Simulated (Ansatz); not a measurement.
# A series in volume scale on Gd

All results are calculated (Ansatz 0.2.0). Periodic Kohn-Sham DFT of a crystal at fixed atoms, scaled to volume_scale times the given cell; pressure positive in compression, energy less spherical unpolarised free atoms, largest_vzz the field gradient of largest size among the nuclei.

The cell before it is scaled or strained (space group Pm-3m, No. 221):
```
CELL_PARAMETERS angstrom
3.26020 0.00000 0.00000
0.00000 3.26020 0.00000
0.00000 0.00000 3.26020
ATOMIC_POSITIONS crystal
Gd 0.00000 0.00000 0.00000
```

Settings of every row: method frozen-core PAW; functional PBE; relativity scalar; k mesh 10x10x10; filling fermi-dirac; smearing width 0.05 eV; wave cutoff 420 eV; paw set soft_2.

Atom:
```
element  start moment (bohr magneton)
     Gd                             7
```

Limits: no spin-orbit coupling on heavy atoms; open f shell, the state may not be the lowest; the cell comes from a prototype or a list of computed structures and needn't be the stable phase; with one magnetic atom in the cell only parallel moments are possible.

```
row  volume scale  V (Å³/atom)  pressure (GPa)  cell moment (bohr magneton)
  1        0.9405       32.591           1.794                        7.867
  2          0.97       33.613           0.854                        7.871
  3             1       34.652               ?                            ?
  4          1.03       35.692          -0.702                        7.873
  5          1.06       36.731          -1.335                        7.869
```

Question: what pressure should row 3 give?

Worked fit of pressure. Take u = (V_r/V)^(2/3) − 1 with V_r = 34.653 Å³ an atom, which is twice the finite (Eulerian) strain; such expansions in the strain, on which the Birch-Murnaghan equation of state is built, carry the rest volume and the bulk modulus. The shown rows have u = 0.04175, 0.02052, -0.0195, -0.03808. Least squares give pressure = 0.0219 + 38.864 × u + 85.4 × u² GPa; a straight line predicts inner rows, each left out in turn, worse (root mean square 0.079 against 0.0036 GPa). The rows lie off it by 0.001, -0.001, 0.001, -0.001. The withheld row has u = 2e-05, so the fit gives 0.0219 + 38.864 × (2e-05) + 85.4 × (2e-05)² = 0.023 GPa.

The calculation gave 0.023 GPa. The fit meets it to the printed digit.

The other values of row 3: cell moment 7.874 bohr magneton.
